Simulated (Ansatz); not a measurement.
# GaP: a line through a two-coordinate scan

Aim: follow the energy of GaP (R-3m, No. 166; 4 atoms in the cell) along one coordinate, volume per atom, with the other held at c/a of the conventional cell = 4.981.

Program: Ansatz 0.2.0. Level of theory: DFT LDA, scalar-relativistic, plane waves, PAW. These are calculated values, not measurements.

17 further runs of the same task are left out: 17 set aside as unsound or not needed.

**1. The structure to begin with**

The structure is trigonal, space group R-3m (No. 166). The conventional cell has a = 3.795 Å, b = 3.795 Å, c = 18.901 Å, α = 90.00°, β = 90.00°, γ = 120.00°. Ga (site symmetry 3m) is surrounded by 3 P at 2.35 Å and 1 Ga at 2.42 Å. P (site symmetry 3m) is surrounded by 1 P at 2.19 Å and 3 Ga at 2.35 Å.

As a file:

```xyz
4
Lattice="1.8973 1.0954 6.3005 -1.8973 1.0954 6.3005 0.0000 -2.1908 6.3005" Properties=species:S:1:pos:R:3 pbc="T T T"
Ga    0.0000    0.0000    8.2406
Ga    0.0000    0.0000   10.6608
P     0.0000    0.0000    1.0969
P     0.0000    0.0000   17.8045
```

It goes back to an entry of the Materials Project, which need not be the stable form.

It is the result of an earlier relaxation at this level (volume 19.64 Å³/atom; gap on the mesh: 0.74 eV).

**2. Plan of the line**

The energy is mapped over volume and the cell's shape.

- volume per atom: 7 values from 18.07 to 21.21 Å³
- c/a of the conventional cell: 7 values from 4.152 to 5.976

Nothing else is relaxed (fractional coordinates fixed). Energies count from the relaxed crystal. Points are written as (first, second).

**3. Grid point (18.07 Å³, 4.981)**

input.yaml

```yaml
crystal:
  lattice:
    - [1.8452723371, 1.0653684805, 6.1278281662]
    - [-1.8452723371, 1.0653684805, 6.1278281662]
    - [0.0, -2.1307369611, 6.1278281662]
  atoms:
    - { symbol: Ga, position: [0.4359784395, 0.4359784395, 0.4359784395] }
    - { symbol: Ga, position: [0.5640215605, 0.5640215605, 0.5640215605] }
    - { symbol: P, position: [0.0580350955, 0.0580350955, 0.0580350955] }
    - { symbol: P, position: [0.9419649045, 0.9419649045, 0.9419649045] }
basis:
  ecutwfc: 420
kpoints:
  mp_grid: { grid: [9, 9, 9] }
hamiltonian:
  xc: lda
  pseudopotentials: { kind: paw, azcp: { folder: soft_1 } }
scf:
  occupations: { method: gaussian, width: 0.05 }
output:
  forces: true
  stress: true
  eigenvalues: true
```

Run with:

```bash
ansatz run input.yaml --threads 1 --pin off --max-ram 2048MiB --backend cpu --events-out ev --progress --plain --runs-dir out
```

The log of the run (excerpt; [...] marks lines left out):

```text
Warning: <dir> the record states the generating functional pbe (its physics header spells it `PBE`), which answers neither for hamiltonian.xc's functional nor for the lda family's — results may be inconsistent (PPs are generated against a specific XC)
[...]
Warning: RAYON_NUM_THREADS=1 ignored (pool sized by the plan → 1); use --threads N
[...]
Pseudopotentials: kind: paw
Pseudopotential: Ga, paw, valence charge 13, recommended cutoff 420 eV (normal), <dir>
Pseudopotential: P, paw, valence charge 5, recommended cutoff 420 eV (normal), <dir>
Functional definition: SPW92
[...]
Crystal: 4 atoms, lattice volume = 72.280 Å³
Basis set: ecut = 420 eV, 1425 PW (Γ), FFT grids on a1−a3, a2−a3, a3
Bands: 22, of which v1, the nominal top of the filled ones, is band 18 counted from 1 (17 counted from 0)
Symmetry: 12 space group operations
Space group: R-3m (ITA 166), of the structure as read, at distance tolerance 4.2e-5 Å
k-points: 85 of 729
[...]
SCF iter   1: F=—  HF=-8867.366852 eV  |F-HF|=—  |Δ(HF+E_count)|=         —  Δρ=4.79e-2  dr2=1.65e0  ethr=3.10e-3  ⟨swp⟩=7.3  Hψ=10326  notcnv=0
[...]
SCF iter   8: F=-8866.887636 eV  HF=-8866.887636 eV  |F-HF|=2.03e-8  |Δ(HF+E_count)|=   8.33e-7  Δρ=9.47e-6  dr2=3.63e-8  ethr=2.78e-10  ⟨swp⟩=7.6  Hψ=9789  notcnv=0
[...]
SCF converged after 8 iterations
Free energy (F): -8866.887636 eV
[...]
E sigma→0 (E₀):  -8866.887636 eV
Fermi energy:    8.986027 eV
[...]
--- Forces (eV/Å), atoms counted from 1 ---
  atom   1  Ga     0.00000000    -0.00000000     0.09253958
  atom   2  Ga     0.00000000     0.00000000    -0.09253958
  atom   3  P      0.00000000    -0.00000000     0.19944704
  atom   4  P      0.00000000     0.00000000    -0.19944704
[...]
--- Stress (GPa, compression-positive) ---
        8.216416       0.000000       0.000000
        0.000000       8.216416      -0.000000
        0.000000      -0.000000       9.168705
  P = ⅓ Tr σ = 8.5338 GPa (85.338 kbar)
--- Band table (eV; the first three rows and the last of 85) ---
  k-point 0: bands = ["-6.5787", "-6.3823", "-6.3823", "-6.3581", "-6.3581", "-6.2796", "-6.2796", "-6.1360", "-6.1058", "-6.1058", "-5.5769", "-2.5167", "0.5639", "6.6654", "6.6654", "8.3722", "8.6752", "8.6752", "10.0150", "10.9805", "11.6870", "12.2751"]
[...]
```

Wall time 7.6 s (1 thread of Intel Xeon Platinum 8259CL at 2.50GHz (Skylake/Cascade Lake), shared host); peak memory 0.43 GiB.

Energy on the map's scale: 39 meV/atom.

**4. Point (18.59 Å³, 4.981)**

input.yaml, as its differences from that of step 3:

```diff
@@ -2,5 +2,5 @@
   lattice:
-    - [1.8452723371, 1.0653684805, 6.1278281662]
-    - [-1.8452723371, 1.0653684805, 6.1278281662]
-    - [0.0, -2.1307369611, 6.1278281662]
+    - [1.8629058654, 1.0755492029, 6.1863860437]
+    - [-1.8629058654, 1.0755492029, 6.1863860437]
+    - [0.0, -2.1510984057, 6.1863860437]
   atoms:
```

Run with:

```bash
ansatz run input.yaml --threads 1 --pin off --max-ram 2048MiB --backend cpu --events-out ev --progress --plain --runs-dir out
```

The log of the run (excerpt; [...] marks lines left out):

```text
Warning: <dir> the record states the generating functional pbe (its physics header spells it `PBE`), which answers neither for hamiltonian.xc's functional nor for the lda family's — results may be inconsistent (PPs are generated against a specific XC)
[...]
Warning: RAYON_NUM_THREADS=1 ignored (pool sized by the plan → 1); use --threads N
[...]
Pseudopotentials: kind: paw
Pseudopotential: Ga, paw, valence charge 13, recommended cutoff 420 eV (normal), <dir>
Pseudopotential: P, paw, valence charge 5, recommended cutoff 420 eV (normal), <dir>
Functional definition: SPW92
[...]
Crystal: 4 atoms, lattice volume = 74.372 Å³
Basis set: ecut = 420 eV, 1455 PW (Γ), FFT grids on a1−a3, a2−a3, a3
Bands: 22, of which v1, the nominal top of the filled ones, is band 18 counted from 1 (17 counted from 0)
Symmetry: 12 space group operations
Space group: R-3m (ITA 166), of the structure as read, at distance tolerance 4.2e-5 Å
k-points: 85 of 729
[...]
SCF iter   1: F=—  HF=-8867.438005 eV  |F-HF|=—  |Δ(HF+E_count)|=         —  Δρ=4.66e-2  dr2=1.60e0  ethr=3.10e-3  ⟨swp⟩=7.1  Hψ=10229  notcnv=0
[...]
SCF iter   8: F=-8866.977223 eV  HF=-8866.977223 eV  |F-HF|=1.44e-8  |Δ(HF+E_count)|=   7.96e-7  Δρ=8.64e-6  dr2=3.56e-8  ethr=2.78e-10  ⟨swp⟩=7.7  Hψ=9815  notcnv=0
[...]
SCF converged after 8 iterations
Free energy (F): -8866.977223 eV
[...]
E sigma→0 (E₀):  -8866.977223 eV
Fermi energy:    8.606701 eV
[...]
--- Forces (eV/Å), atoms counted from 1 ---
  atom   1  Ga    -0.00000000     0.00000000     0.05814780
  atom   2  Ga     0.00000000    -0.00000000    -0.05814780
  atom   3  P     -0.00000000     0.00000000     0.12613601
  atom   4  P      0.00000000    -0.00000000    -0.12613601
[...]
--- Stress (GPa, compression-positive) ---
        5.077532       0.000000       0.000000
        0.000000       5.077532       0.000000
        0.000000       0.000000       5.653306
  P = ⅓ Tr σ = 5.2695 GPa (52.695 kbar)
--- Band table (eV; the first three rows and the last of 85) ---
  k-point 0: bands = ["-6.8903", "-6.7083", "-6.7083", "-6.6860", "-6.6860", "-6.6135", "-6.6135", "-6.4681", "-6.4497", "-6.4497", "-5.7362", "-2.7692", "0.3521", "6.3246", "6.3246", "7.9962", "8.2737", "8.2737", "9.5427", "10.4616", "11.1354", "11.8795"]
[...]
```

It took 7.8 s on 1 thread of Intel Xeon Platinum 8259CL at 2.50GHz (Skylake/Cascade Lake), shared host; peak memory 0.43 GiB.

That is 16 meV/atom from the zero.

**5. Grid point (19.12 Å³, 4.981)**

input.yaml, as its differences from that of step 4:

```diff
@@ -2,5 +2,5 @@
   lattice:
-    - [1.8629058654, 1.0755492029, 6.1863860437]
-    - [-1.8629058654, 1.0755492029, 6.1863860437]
-    - [0.0, -2.1510984057, 6.1863860437]
+    - [1.8802445292, 1.0855596851, 6.2439647273]
+    - [-1.8802445292, 1.0855596851, 6.2439647273]
+    - [0.0, -2.1711193701, 6.2439647273]
   atoms:
```

Run with:

```bash
ansatz run input.yaml --threads 1 --pin off --max-ram 2048MiB --backend cpu --events-out ev --progress --plain --runs-dir out
```

The log of the run (excerpt; [...] marks lines left out):

```text
[...]
SCF converged after 8 iterations
Free energy (F): -8867.027224 eV
[...]
E sigma→0 (E₀):  -8867.027224 eV
Fermi energy:    8.246055 eV
[...]
--- Forces (eV/Å), atoms counted from 1 ---
  atom   1  Ga     0.00000000     0.00000000     0.02609496
  atom   2  Ga     0.00000000    -0.00000000    -0.02609496
  atom   3  P      0.00000000     0.00000000     0.06058021
  atom   4  P      0.00000000    -0.00000000    -0.06058021
[...]
--- Stress (GPa, compression-positive) ---
        2.366139       0.000000      -0.000000
        0.000000       2.366139       0.000000
        0.000000       0.000000       2.599430
  P = ⅓ Tr σ = 2.4439 GPa (24.439 kbar)
--- Band table (eV; the first three rows and the last of 85) ---
  k-point 0: bands = ["-7.1911", "-7.0217", "-7.0217", "-7.0011", "-7.0011", "-6.9341", "-6.9341", "-6.7881", "-6.7796", "-6.7796", "-5.8860", "-3.0074", "0.1508", "6.0028", "6.0028", "7.6341", "7.8943", "7.8943", "9.1004", "9.9162", "10.6630", "11.5030"]
[...]
```

Run time: 7.9 s. Hardware: 1 thread of Intel Xeon Platinum 8259CL at 2.50GHz (Skylake/Cascade Lake), shared host; peak memory 0.45 GiB.

That is 3.9 meV/atom from the zero.

**6. Grid point (20.16 Å³, 4.981)**

input.yaml, as its differences from that of step 5:

```diff
@@ -2,5 +2,5 @@
   lattice:
-    - [1.8802445292, 1.0855596851, 6.2439647273]
-    - [-1.8802445292, 1.0855596851, 6.2439647273]
-    - [0.0, -2.1711193701, 6.2439647273]
+    - [1.913993664, 1.1050447571, 6.3560397283]
+    - [-1.913993664, 1.1050447571, 6.3560397283]
+    - [0.0, -2.2100895143, 6.3560397283]
   atoms:
```

Run with:

```bash
ansatz run input.yaml --threads 1 --pin off --max-ram 2048MiB --backend cpu --events-out ev --progress --plain --runs-dir out
```

The log of the run (excerpt; [...] marks lines left out):

```text
[...]
SCF converged after 8 iterations
Free energy (F): -8867.028763 eV
[...]
E sigma→0 (E₀):  -8867.028763 eV
Fermi energy:    7.576282 eV
[...]
--- Forces (eV/Å), atoms counted from 1 ---
  atom   1  Ga     0.00000000     0.00000000    -0.03232908
  atom   2  Ga     0.00000000    -0.00000000     0.03232908
  atom   3  P     -0.00000000     0.00000000    -0.05055777
  atom   4  P      0.00000000    -0.00000000     0.05055777
[...]
--- Stress (GPa, compression-positive) ---
       -1.983018       0.000000       0.000000
        0.000000      -1.983018       0.000000
        0.000000       0.000000      -2.342675
  P = ⅓ Tr σ = -2.1029 GPa (-21.029 kbar)
--- Band table (eV; the first three rows and the last of 85) ---
  k-point 0: bands = ["-7.7601", "-7.6118", "-7.6118", "-7.5940", "-7.5940", "-7.5366", "-7.5366", "-7.3989", "-7.3989", "-7.3920", "-6.1600", "-3.4447", "-0.2227", "5.4121", "5.4121", "6.9472", "7.1970", "7.1970", "8.3013", "8.8173", "9.8756", "10.8035"]
[...]
```

Wall time 8 s (1 thread of Intel Xeon Platinum 8259CL at 2.50GHz (Skylake/Cascade Lake), shared host); peak memory 0.45 GiB.

On the map this point reads 3.5 meV/atom.

**7. Point (20.69 Å³, 4.981)**

input.yaml, as its differences from that of step 6:

```diff
@@ -2,5 +2,5 @@
   lattice:
-    - [1.913993664, 1.1050447571, 6.3560397283]
-    - [-1.913993664, 1.1050447571, 6.3560397283]
-    - [0.0, -2.2100895143, 6.3560397283]
+    - [1.9303997656, 1.1145168243, 6.4105215355]
+    - [-1.9303997656, 1.1145168243, 6.4105215355]
+    - [0.0, -2.2290336487, 6.4105215355]
   atoms:
```

Run with:

```bash
ansatz run input.yaml --threads 1 --pin off --max-ram 2048MiB --backend cpu --events-out ev --progress --plain --runs-dir out
```

The log of the run (excerpt; [...] marks lines left out):

```text
[...]
SCF converged after 8 iterations
Free energy (F): -8866.989164 eV
[...]
E sigma→0 (E₀):  -8866.989164 eV
Fermi energy:    7.264718 eV
[...]
--- Forces (eV/Å), atoms counted from 1 ---
  atom   1  Ga     0.00000000     0.00000000    -0.05926243
  atom   2  Ga     0.00000000    -0.00000000     0.05926243
  atom   3  P     -0.00000000     0.00000000    -0.09769933
  atom   4  P      0.00000000    -0.00000000     0.09769933
[...]
--- Stress (GPa, compression-positive) ---
       -3.711258       0.000000       0.000000
        0.000000      -3.711258       0.000000
        0.000000       0.000000      -4.326187
  P = ⅓ Tr σ = -3.9162 GPa (-39.162 kbar)
--- Band table (eV; the first three rows and the last of 85) ---
  k-point 0: bands = ["-8.0285", "-7.8892", "-7.8892", "-7.8727", "-7.8727", "-7.8195", "-7.8195", "-7.6892", "-7.6892", "-7.6766", "-6.2858", "-3.6457", "-0.3962", "5.1409", "5.1409", "6.6208", "6.8766", "6.8766", "7.9414", "8.2895", "9.5298", "10.4785"]
[...]
```

Wall time 8.2 s (1 thread of Intel Xeon Platinum 8259CL at 2.50GHz (Skylake/Cascade Lake), shared host); peak memory 0.45 GiB.

On the map this point reads 13 meV/atom.

**8. Changing settings: xc revpbe, accuracy medium, ecutwfc left out**

input.yaml, as its differences from that of step 7:

```diff
@@ -10,4 +10,2 @@
     - { symbol: P, position: [0.9419649045, 0.9419649045, 0.9419649045] }
-basis:
-  ecutwfc: 420
 kpoints:
@@ -15,3 +13,3 @@
 hamiltonian:
-  xc: lda
+  xc: revpbe
   pseudopotentials: { kind: paw, azcp: { folder: soft_1 } }
@@ -21,3 +19,4 @@
   forces: true
+  eigenvalues: true
   stress: true
-  eigenvalues: true
+accuracy: medium
```

Run with:

```bash
ansatz run input.yaml --threads 1 --pin off --max-ram 2048MiB --backend cpu --events-out ev --progress --plain --runs-dir out
```

The log of the run (excerpt; [...] marks lines left out):

```text
Warning: RAYON_NUM_THREADS=1 ignored (pool sized by the plan → 1); use --threads N
[...]
Pseudopotentials: kind: paw
Pseudopotential: Ga, paw, valence charge 13, recommended cutoff 420 eV (normal), <dir>
Pseudopotential: P, paw, valence charge 5, recommended cutoff 420 eV (normal), <dir>
Functional definition: revPBE
[...]
Crystal: 4 atoms, lattice volume = 82.752 Å³
Basis set: ecut = 420 eV, 1653 PW (Γ), FFT grids on a1−a3, a2−a3, a3, exchange–correlation on 54×54×96 points (8 copies of the dense FFT grid, shifted against one another)
Bands: 22, of which v1, the nominal top of the filled ones, is band 18 counted from 1 (17 counted from 0)
Symmetry: 12 space group operations
Space group: R-3m (ITA 166), of the structure as read, at distance tolerance 4.4e-5 Å
k-points: 85 of 729
[...]
SCF iter   1: F=—  HF=-9091.408739 eV  |F-HF|=—  |Δ(HF+E_count)|=         —  Δρ=4.47e-2  dr2=1.35e0  ethr=3.10e-3  ⟨swp⟩=7.2  Hψ=10082  notcnv=0
[...]
SCF iter   9: F=-9091.208664 eV  HF=-9091.208664 eV  |F-HF|=1.84e-8  |Δ(HF+E_count)|=   6.41e-7  Δρ=2.42e-6  dr2=5.58e-9  ethr=2.78e-10  ⟨swp⟩=8.1  Hψ=9320  notcnv=0
[...]
SCF converged after 9 iterations
Free energy (F): -9091.208664 eV
[...]
E sigma→0 (E₀):  -9091.208664 eV
Fermi energy:    7.671513 eV
[...]
--- Forces (eV/Å), atoms counted from 1 ---
  atom   1  Ga    -0.00000000     0.00000000    -0.06612908
  atom   2  Ga     0.00000000    -0.00000000     0.06612908
  atom   3  P     -0.00000000     0.00000000    -0.21421865
  atom   4  P      0.00000000    -0.00000000     0.21421865
[...]
--- Stress (GPa, compression-positive) ---
        2.774923       0.000000       0.000000
        0.000000       2.774923       0.000000
        0.000000       0.000000       2.049764
  P = ⅓ Tr σ = 2.5332 GPa (25.332 kbar)
--- Band table (eV; the first three rows and the last of 85) ---
[... band rows left out ...]
[...]
```

It took 9.3 s on 1 thread of Intel Xeon Platinum 8259CL at 2.50GHz (Skylake/Cascade Lake), shared host; peak memory 0.47 GiB.

| run | ending | energy change | pressure (GPa) | gap (eV) | force (eV/Å) | cycles | time |
| --- | --- | --- | --- | --- | --- | --- | --- |
| step 7 | converged | - | -3.9 | 0.78 | 0.10 | 8 | 8.2 s |
| variant | converged | not comparable | 2.5 | 0.95 | 0.21 | 9 | 9.3 s |

Total energies don't compare across a change of functional; the pressure goes from -3.9 to 2.5 GPa, the gap on the mesh goes from 0.78 to 0.95 eV and the largest force goes from 0.10 to 0.21 eV/Å. The accuracy level changed too.

**9. Grid point (21.21 Å³, 4.981)**

input.yaml, as its differences from that of step 7:

```diff
@@ -2,5 +2,5 @@
   lattice:
-    - [1.9303997656, 1.1145168243, 6.4105215355]
-    - [-1.9303997656, 1.1145168243, 6.4105215355]
-    - [0.0, -2.2290336487, 6.4105215355]
+    - [1.9465622337, 1.1238482296, 6.4641942781]
+    - [-1.9465622337, 1.1238482296, 6.4641942781]
+    - [0.0, -2.2476964593, 6.4641942781]
   atoms:
```

Run with:

```bash
ansatz run input.yaml --threads 1 --pin off --max-ram 2048MiB --backend cpu --events-out ev --progress --plain --runs-dir out
```

The log of the run (excerpt; [...] marks lines left out):

```text
Warning: <dir> the record states the generating functional pbe (its physics header spells it `PBE`), which answers neither for hamiltonian.xc's functional nor for the lda family's — results may be inconsistent (PPs are generated against a specific XC)
[...]
Warning: RAYON_NUM_THREADS=1 ignored (pool sized by the plan → 1); use --threads N
[...]
Pseudopotentials: kind: paw
Pseudopotential: Ga, paw, valence charge 13, recommended cutoff 420 eV (normal), <dir>
Pseudopotential: P, paw, valence charge 5, recommended cutoff 420 eV (normal), <dir>
Functional definition: SPW92
[...]
Crystal: 4 atoms, lattice volume = 84.848 Å³
Basis set: ecut = 420 eV, 1689 PW (Γ), FFT grids on a1−a3, a2−a3, a3
Bands: 22, of which v1, the nominal top of the filled ones, is band 18 counted from 1 (17 counted from 0)
Symmetry: 12 space group operations
Space group: R-3m (ITA 166), of the structure as read, at distance tolerance 4.4e-5 Å
k-points: 85 of 729
[...]
SCF iter   1: F=—  HF=-8867.308376 eV  |F-HF|=—  |Δ(HF+E_count)|=         —  Δρ=4.10e-2  dr2=1.39e0  ethr=3.10e-3  ⟨swp⟩=7.1  Hψ=10084  notcnv=0
[...]
SCF iter   8: F=-8866.927437 eV  HF=-8866.927437 eV  |F-HF|=2.60e-8  |Δ(HF+E_count)|=   6.22e-7  Δρ=7.49e-6  dr2=4.16e-8  ethr=2.78e-10  ⟨swp⟩=8.2  Hψ=9573  notcnv=0
[...]
SCF converged after 8 iterations
Free energy (F): -8866.927437 eV
[...]
E sigma→0 (E₀):  -8866.927437 eV
Fermi energy:    6.959911 eV
[...]
--- Forces (eV/Å), atoms counted from 1 ---
  atom   1  Ga     0.00000000     0.00000000    -0.08506540
  atom   2  Ga     0.00000000    -0.00000000     0.08506540
  atom   3  P      0.00000000     0.00000000    -0.14031686
  atom   4  P      0.00000000    -0.00000000     0.14031686
[...]
--- Stress (GPa, compression-positive) ---
       -5.198946       0.000000       0.000000
        0.000000      -5.198946       0.000000
        0.000000       0.000000      -6.045265
  P = ⅓ Tr σ = -5.4811 GPa (-54.811 kbar)
--- Band table (eV; the first three rows and the last of 85) ---
  k-point 0: bands = ["-8.2877", "-8.1565", "-8.1565", "-8.1412", "-8.1412", "-8.0919", "-8.0919", "-7.9685", "-7.9685", "-7.9511", "-6.4054", "-3.8369", "-0.5623", "4.8834", "4.8834", "6.3039", "6.5720", "6.5720", "7.6044", "7.7805", "9.2047", "10.1675"]
[...]
```

Wall time 8.4 s (1 thread of Intel Xeon Platinum 8259CL at 2.50GHz (Skylake/Cascade Lake), shared host); peak memory 0.46 GiB.

That is 29 meV/atom from the zero.

**10. Results**

| volume per atom (Å³) | step | energy (meV/atom) | slope (meV/atom per Å³) | pressure (GPa) | band gap on the k-mesh (eV) | largest force on an atom (eV/Å) |
| --- | --- | --- | --- | --- | --- | --- |
| 18.07 | 3 | 39 | −53 | 8.5 | 0.626 | 0.199 |
| 18.59 | 4 | 16 | −33 | 5.3 | 0.670 | 0.126 |
| 19.12 | 5 | 3.9 | −15 | 2.4 | 0.707 | 0.061 |
| 19.64 | – | 0 | 0 | 0.0 | 0.738 | 0.004 |
| 20.16 | 6 | 3.5 | 13 | −2.1 | 0.762 | 0.051 |
| 20.69 | 7 | 13 | 24 | −3.9 | 0.780 | 0.098 |
| 21.21 | 9 | 29 | 34 | −5.5 | 0.779 | 0.140 |

Energies count from the relaxed crystal. Rows without a step come from runs not printed here or follow by symmetry. Slopes come from the forces (and the stress, where the cell changes), not from differences of energies.

| run | outcome |
| --- | --- |
| step 8, run with xc revpbe, accuracy medium, ecutwfc left out (against step 7) | converged; the pressure goes from -3.9 to 2.5 GPa; the gap on the mesh goes from 0.78 to 0.95 eV |

What this shows: The lowest point of the line is at 19.64 Å³, 0 meV/atom from the zero. A fit to energies and slopes at the lowest point and its two neighbours puts the minimum at 19.641 Å³, with a curvature of about 27 meV/atom per (Å³)². V·d²E/dV² there is about 85 GPa, a bulk modulus under this line's constraint. The highest point computed, at 18.07 Å³, lies 39 meV/atom above the lowest. This is one cut through a surface in two coordinates; it holds the lowest point sampled, which need not be a minimum. The gap on the mesh closes on part of the grid.

These are semilocal Kohn-Sham gaps, which aren't the measured quantity. Such gaps usually fall short of the measured ones.
